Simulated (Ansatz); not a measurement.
Crystal: Sb.

```xyz
1
Lattice="-1.5765 1.5765 2.7119 1.5765 -1.5765 2.7119 1.5765 1.5765 -2.7119" Properties=species:S:1:pos:R:3 pbc="T T T"
Sb    0.0000    0.0000    0.0000
```

This isn't the form of Sb at room conditions, which is rhombohedral.

Base run:

```yaml
Program: Ansatz 0.2.0
Functional: PBE
Potentials_or_basis: all-electron LAPW, scalar-relativistic
Cutoff: 185 eV (chosen from the basis error)
Basis_error_allowed: 0.001 eV/atom
k_mesh: 12 × 12 × 12
Occupations: gaussian, width 0.05 eV
Spin: no spin polarisation
```

Its results: band gap on the k mesh none (metal or under the smearing width); pressure 1.8 GPa.

**Question.** The run is repeated on the same cell with these changes: functional from PBE to LDA; occupations from gaussian, width 0.05 eV to gaussian, width 0.02 eV. What comes out?

**Answer.** Band gap on the k mesh none (metal or under the smearing width); pressure -2.4 GPa.
